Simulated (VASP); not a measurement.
Wanted: the native input for a VASP 6.6.1 run.

```
Task                   : single point
Functional             : PBE
Potentials or basis    : VASP PAW PBE potentials, release 64 (Be, S)
Cutoff                 : 520 eV
k mesh                 : 10 × 10 × 10
Occupations            : fermi-dirac, width 0.02 eV
Spin                   : no spin polarisation
Dipole correction      : no
Further INCAR settings : ALGO = Normal; EDIFF = 1e-06; NBANDS = 11
```

The structure of BeS lies in POSCAR:

```
BeS
1.0
    0.0000000000      2.5723313936      2.5723313936
    2.5723313936      0.0000000000      2.5723313936
    2.5723313936      2.5723313936      0.0000000000
Be S
1 1
Direct
    0.0000000000      0.0000000000      0.0000000000
    0.2500000000      0.2500000000      0.2500000000
```

The cell was built by a generator and needn't be a form met in nature.

The cell isn't the ideal one: hydrostatic strain +5.7%.

One way to write it, as run:

INCAR

```
SYSTEM = BeS
PREC = Accurate ; ENCUT = 520
EDIFF = 1E-6 ; ISMEAR = -1
SIGMA = 0.02 ; LREAL = .FALSE.
LASPH = .TRUE. ; NELM = 60
ALGO = Normal ; ISIF = 2
LWAVE = .FALSE. ; LCHARG = .FALSE.
GGA = PE ; NBANDS = 11
```

KPOINTS

```
regular mesh
0
G
  10 10 10
  0 0 0
```

Potentials or basis: VASP PAW PBE potentials, release 64 (Be, S).

Command:

```sh
$ cat potpaw_PBE.64/Be/POTCAR potpaw_PBE.64/S/POTCAR > POTCAR
$ mpirun -np 1 vasp_std > vasp.out
```

Results of the run:

```
Pressure               : -11.0 GPa
Band gap on the k mesh : 3.43 eV, indirect (least direct gap 4.49 eV)
```

Run time: 14 s on 1 thread of Intel(R) Xeon(R) Platinum 8559C (Emerald Rapids), with other jobs on the host, peak memory 0.14 GiB.
